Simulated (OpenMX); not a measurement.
Runs of OpenMX 3.8.5 on HfB2. The structure is hexagonal, space group P6/mmm (No. 191). The conventional cell has a = 3.140 Å, b = 3.140 Å, c = 3.480 Å, α = 90.00°, β = 90.00°, γ = 120.00°. Hf (site symmetry 6/mmm) is surrounded by 12 B at 2.51 Å. Around B (site symmetry -6m2) lie 3 B at 1.81 Å. 

```csv
task,level,potentials or basis,spin,k mesh,SCF threshold,max SCF cycles,"grid points, held for all volumes",pressure (GPa),V0 of scaled cells (Å³/atom),B0 (GPa),largest force (eV/Å)
band structure,PBE,"OpenMX 2013 PBE set, Hf7.0-s3p2d2f1, B7.0-s2p2d1, grid cutoff 400 Ry","non-collinear, zero start, SOC",7 × 7 × 7,1e-07 Ha,100,-,-,-,-,0.01
equation of state,PBE,"OpenMX 2013 PBE set, Hf7.0-s3p2d2, B7.0-s2p2, fixed grid of 32 × 32 × 42 points",off,11 × 11 × 9,1e-08 Ha,-,32 × 32 × 42,-,10.00,246,-
band structure,PBE,"OpenMX 2013 PBE set, Hf7.0-s3p2d2f1, B7.0-s2p2d1, grid cutoff 400 Ry",off,11 × 11 × 9,1e-08 Ha,100,-,(b),-,-,0.01
band structure,LDA,"OpenMX 2013 LDA set, Hf7.0-s3p2d2f1, B7.0-s2p2d1, grid cutoff 400 Ry",off,11 × 11 × 9,1e-08 Ha,100,-,(a),-,-,0.01
equation of state,LDA,"OpenMX 2013 LDA set, Hf7.0-s3p2d2f1, B7.0-s2p2d1, fixed grid of 32 × 32 × 42 points",off,11 × 11 × 9,1e-08 Ha,-,32 × 32 × 42,-,9.49,277,-
```

Alike in all rows: cell as given; smearing fermi-dirac 0.05 eV.

Task: Fill in the values left out.

Result: (a) -11.0; (b) 0.3.

Caveats: the basis of atomic orbitals isn't converged, which shifts pressures, moduli and gaps; volumes in these bases differ from converged ones by about 1 %, for some elements by several (some runs); the cell was scaled at fixed shape and fractional positions, which overstates the stiffness of a crystal with free parameters, most of all of layers and chains (some runs); total energies with and without spin-orbit coupling shouldn't be compared in this program (some runs).

Not every run made on this cell is shown here.
